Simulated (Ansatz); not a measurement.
MgO (CsCl type): gap against strain (uniaxial along x, other directions held)

MgO built on the CsCl prototype, relaxed with r2SCAN in the plane-wave code Ansatz, then strained (uniaxial along x, other directions held; changes of length per length, axes as in the cell below) with the atoms relaxed again within the symmetry that is left. It is cubic, Pm-3m (No. 221); conventional cell a = 2.623 Å, 9.03 Å³ an atom. Mg has 8 O at 2.27 Å; O has 8 Mg at 2.27 Å. These are computed values for a spin-unpolarised cell that may be hypothetical; none is a measurement.

```
CELL_PARAMETERS angstrom
2.62335 0.00000 0.00000
0.00000 2.62335 0.00000
0.00000 0.00000 2.62335
ATOMIC_POSITIONS crystal
Mg 0.00000 0.00000 0.00000
O 0.50000 0.50000 0.50000
```

Gaps are the least over each mesh (PBE 10×10×10, r2SCAN 10×10×10, HSE06 6×6×6 when unstrained) and the special points, which keep their unstrained names; stress is the change from the unstrained cell, compression positive.

```csv
strain (%),"gap, PBE (eV)","gap, r2SCAN (eV)","gap, HSE06 (eV)","edges, HSE06","stress along the strain, r2SCAN (GPa)","energy rise, r2SCAN (meV/atom)"
-4.22,2.660,3.525,4.282,M → Γ,+29.46,33.8
-4.04,2.663,3.528,4.283,M → Γ,+28.06,30.8
-2.56,2.673,3.536,4.271,M → Γ,+17.08,12.1
-0.44,2.651,3.504,4.214,M → Γ,+2.78,0.3
0.0,2.640,3.492,4.196,M → Γ,0.00,0.0
+4.89,1.964,2.785,3.472,M → Γ,-26.99,38.7
```

Between zero and the nearest strains the slope of the HSE06 gap against strain is -0.041 eV per percent for negative and -0.148 for positive strain.

The meshes of the hybrids are coarse, so their gaps aren't converged to the digits shown.
